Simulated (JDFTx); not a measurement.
PbSe (Clausthalite):

```
Pb Se
1.0
     0.00000    3.06065    3.06065
     3.06065    0.00000    3.06065
     3.06065    3.06065    0.00000
Pb Se
1 1
Direct
  0.00000 0.00000 0.00000
  0.50000 0.50000 0.50000
```

A run of JDFTx 1.7.0 (patched build) on this cell left the log below. Logs are shortened: lines on timing, memory, paths and dates and some standing lists are left out, and cuts for length are marked.

```text
*************** JDFTx 1.7.0 (patched build) ***************

Input parsed successfully to the following command list (including defaults):
[... the input with its defaults ...]

---------- Setting up symmetries ----------

Found 48 point-group symmetries of the bravais lattice
Found 48 space-group symmetries with basis
Applied RMS atom displacement 0 bohrs to make symmetries exact.

---------- Initializing the Grid ----------
R =
[            0      5.78379      5.78379  ]
[      5.78379            0      5.78379  ]
[      5.78379      5.78379            0  ]
unit cell volume = 386.961
G =
[  -0.543172   0.543172   0.543172  ]
[   0.543172  -0.543172   0.543172  ]
[   0.543172   0.543172  -0.543172  ]
Minimum fftbox size, Smin = [  72  72  72  ]
Chosen fftbox size, S = [  72  72  72  ]

---------- Initializing tighter grid for wavefunction operations ----------
R =
[            0      5.78379      5.78379  ]
[      5.78379            0      5.78379  ]
[      5.78379      5.78379            0  ]
unit cell volume = 386.961
G =
[  -0.543172   0.543172   0.543172  ]
[   0.543172  -0.543172   0.543172  ]
[   0.543172   0.543172  -0.543172  ]
Minimum fftbox size, Smin = [  52  52  52  ]
Chosen fftbox size, S = [  54  54  54  ]

---------- Exchange Correlation functional ----------
Initalized PBEsol GGA exchange.
Initalized PBEsol GGA correlation.

---------- Setting up pseudopotentials ----------
Width of ionic core gaussian charges (only for fluid interactions / plotting) set to 0

Reading pseudopotential file 'pseudo/Pb.upf':
  'Pb' pseudopotential, 'PBESOL' functional
  Generated using ONCVPSP code by D. R. Hamann
  14 valence electrons, 3 orbitals, 6 projectors, 1001 radial grid points, with lMax = 2
    5D    l: 2   occupation: 10.0   eigenvalue: -0.777665
    6S    l: 0   occupation:  2.0   eigenvalue: -0.444510
    6P    l: 1   occupation:  2.0   eigenvalue: -0.129233
[... 45 lines left out ...]
LCAOMinimize: Converged (|Delta F|<1.000000e-06 for 2 iters).

-------- Electronic minimization -----------
Will mix electronic density at each iteration.
	FillingsUpdate:  mu: +0.361278896  nElectrons: 30.000000
	FillingsUpdate:  mu: +0.348927332  nElectrons: 30.000000
SCF: Cycle:  0   F: -171.800904908928032   dF: -2.710e-02   |Residual|: 3.045e-02   |deigs|: 1.324e-01
	FillingsUpdate:  mu: +0.346909478  nElectrons: 30.000000
SCF: Cycle:  1   F: -171.802716453876684   dF: -1.812e-03   |Residual|: 1.032e-02   |deigs|: 1.061e-02
	FillingsUpdate:  mu: +0.346455067  nElectrons: 30.000000
SCF: Cycle:  2   F: -171.802786621009432   dF: -7.017e-05   |Residual|: 3.767e-03   |deigs|: 2.782e-03
	FillingsUpdate:  mu: +0.346607032  nElectrons: 30.000000
SCF: Cycle:  3   F: -171.802789840814228   dF: -3.220e-06   |Residual|: 6.587e-04   |deigs|: 2.914e-04
	FillingsUpdate:  mu: +0.346647747  nElectrons: 30.000000
SCF: Cycle:  4   F: -171.802790281534044   dF: -4.407e-07   |Residual|: 2.254e-04   |deigs|: 1.146e-04
	FillingsUpdate:  mu: +0.346681382  nElectrons: 30.000000
SCF: Cycle:  5   F: -171.802790417086953   dF: -1.356e-07   |Residual|: 7.894e-05   |deigs|: 1.017e-04
	FillingsUpdate:  mu: +0.346694915  nElectrons: 30.000000
SCF: Cycle:  6   F: -171.802790441544687   dF: -2.446e-08   |Residual|: 1.809e-05   |deigs|: 6.840e-05
	FillingsUpdate:  mu: +0.346694524  nElectrons: 30.000000
SCF: Cycle:  7   F: -171.802790450963840   dF: -9.419e-09   |Residual|: 7.294e-06   |deigs|: 1.693e-04
	FillingsUpdate:  mu: +0.346694906  nElectrons: 30.000000
SCF: Cycle:  8   F: -171.802790452829385   dF: -1.866e-09   |Residual|: 1.434e-06   |deigs|: 9.788e-05
	FillingsUpdate:  mu: +0.346694955  nElectrons: 30.000000
SCF: Cycle:  9   F: -171.802790453832586   dF: -1.003e-09   |Residual|: 1.547e-06   |deigs|: 1.767e-04
	FillingsUpdate:  mu: +0.346694961  nElectrons: 30.000000
SCF: Cycle: 10   F: -171.802790453999819   dF: -1.672e-10   |Residual|: 8.287e-07   |deigs|: 9.447e-05
	FillingsUpdate:  mu: +0.346694931  nElectrons: 30.000000
SCF: Cycle: 11   F: -171.802790454104752   dF: -1.049e-10   |Residual|: 7.623e-07   |deigs|: 1.653e-04
SCF: Converged (|Delta E|<1.000000e-09 for 2 iters).

Setting wave functions to eigenvectors of Hamiltonian
Converging empty states (this may take a while): |deigs|: 4.386e-04

# Stress tensor in Cartesian coordinates [Eh/a0^3]:
[  1.69641e-05            0            0  ]
[            0  1.69641e-05            0  ]
[            0            0  1.69641e-05  ]

# Ionic positions in lattice coordinates:
ion Pb   0.000000000000000   0.000000000000000   0.000000000000000 1
ion Se   0.500000000000000   0.500000000000000   0.500000000000000 1

# Forces in Cartesian coordinates:
force Pb   0.000000000000000  -0.000000000000000   0.000000000000000 1
force Se   0.000000000000000  -0.000000000000000   0.000000000000000 1

# Energy components:
   Eewald =     -110.6782003385670663
       EH =       49.9322482668986325
     Eloc =     -132.8763591169067695
      Enl =      -66.8812082939308539
      Exc =      -43.7806362879262139
 Exc_core =       19.6151885924442198
       KE =      112.8661965572034376
-------------------------------------
     Etot =     -171.8027706207845711
       TS =        0.0000198333201946
-------------------------------------
        F =     -171.8027904541047519

IonicMinimize: Iter:   0  F: -171.802790454104752  |grad|_K:  2.161e-42
IonicMinimize: Converged (|grad|_K<1.000000e-04).

#--- Lowdin population analysis ---
# oxidation-state Pb +0.360
# oxidation-state Se -0.319

Dumping 'run.eigStats' ...
	eMin: -1.395656 at state 20 ( [ +0.000000 +0.500000 +0.500000 ] spin 0 )
	HOMO: +0.342835 at state 4 ( [ +0.000000 +0.000000 +0.500000 ] spin 0 )
	mu  : +0.346695
	LUMO: +0.350552 at state 4 ( [ +0.000000 +0.000000 +0.500000 ] spin 0 )
	eMax: +0.810379 at state 27 ( [ +0.125000 +0.500000 -0.375000 ] spin 0 )
	HOMO-LUMO gap: +0.007717
	Optical gap  : +0.007717 at state 4 ( [ +0.000000 +0.000000 +0.500000 ] spin 0 )
Done!
```

**Question.** Write the input and the command behind it.

**Answer.** Single point with PBEsol, no spin polarisation. The files as run (others can give the same):

PbSe.in
```
lattice \
    0.0000000000     5.7837902633     5.7837902633 \
    5.7837902633     0.0000000000     5.7837902633 \
    5.7837902633     5.7837902633     0.0000000000
coords-type Lattice
ion Pb     0.0000000000     0.0000000000     0.0000000000 1
ion Se     0.5000000000     0.5000000000     0.5000000000 1

ion-species pseudo/Pb.upf
ion-species pseudo/Se.upf
elec-cutoff 43 344
elec-ex-corr gga-PBEsol
kpoint-folding 8 8 8
elec-smearing Fermi 0.0018374661
elec-n-bands 22
electronic-SCF nIterations 100 energyDiffThreshold 1e-09
electronic-minimize nIterations 30 energyDiffThreshold 1e-7
converge-empty-states yes
forces-output-coords Cartesian

dump-name run.$VAR
dump End Ecomponents EigStats BandEigs Kpoints Forces Stress ElecDensity
```

Potentials or basis: PseudoDojo-SR-PBEsol-0.4.1-standard.
The run is started by
```console
$ jdftx -c 1 -i PbSe.in -o PbSe.out
```

Caveat: spin-orbit coupling is left out, which as a rule narrows the gap of such compounds by several tenths of an eV.
